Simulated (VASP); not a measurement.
Wanted: the native input for a VASP 6.6.1 run.

* Task: relaxation of cell and atoms
* Functional: PBE
* Potentials or basis: VASP PAW PBE potentials, release 64 (Ir)
* Cutoff: 600 eV
* k mesh: 16 × 16 × 16
* Occupations: methfessel-paxton, width 0.1 eV
* Spin: no spin polarisation
* Further INCAR settings: ALGO = Normal; EDIFF = 1e-06; IBRION = 2; EDIFFG = -0.01; NSW = 90; ISIF = 3

The structure of Ir lies in POSCAR:

```
Ir
1.0
    0.0000000000      1.9156000000      1.9156000000
    1.9156000000      0.0000000000      1.9156000000
    1.9156000000      1.9156000000      0.0000000000
Ir
1
Direct
    0.0000000000      0.0000000000      0.0000000000
```

One way to write it, as run:

INCAR

```
PREC     = Accurate       # precision mode
ENCUT    = 600            # plane-wave cutoff, eV
EDIFF    = 1E-6           # SCF threshold, eV
ISMEAR   = 1              # smearing method
SIGMA    = 0.1            # smearing width, eV
LREAL    = F              # projectors in reciprocal space
LASPH    = T              # aspherical terms in the spheres
NELM     = 80             # most SCF steps
ALGO     = Normal         # electronic algorithm
ISIF     = 3              # what is computed and relaxed
LWAVE    = F              # write WAVECAR
LCHARG   = F              # write CHGCAR
GGA      = PE             # functional
IBRION   = 2              # ionic algorithm
NSW      = 90             # ionic steps
EDIFFG   = -0.01          # ionic threshold
KPAR     = 2
```

KPOINTS

```
Automatic mesh
0
Gamma
  16 16 16
```

Potentials or basis: VASP PAW PBE potentials, release 64 (Ir).

The run is started by

```bash
$ cat potpaw_PBE.64/Ir/POTCAR > POTCAR
$ mpirun -np 2 vasp_std > vasp.out
```

Results of the run:

```json
{"Relaxed volume": "14.53 Å³/atom", "Relaxed cell": "a = 2.739 Å, b = 2.739 Å, c = 2.739 Å, α = 60.00°, β = 60.00°, γ = 60.00°", "Space group after relaxing (to 0.05 Å)": "Fm-3m (No. 225)", "Energy gained by relaxing": "17.8 meV/atom", "Ionic steps": "4", "Pressure after relaxing": "-0.1 GPa", "Band gap on the k mesh": "none (metal or under the smearing width)"}
```

It took 17 s on 2 MPI ranks on Intel(R) Xeon(R) Platinum 8488C (Sapphire Rapids), on a shared host, peak memory 0.15 GiB a rank.
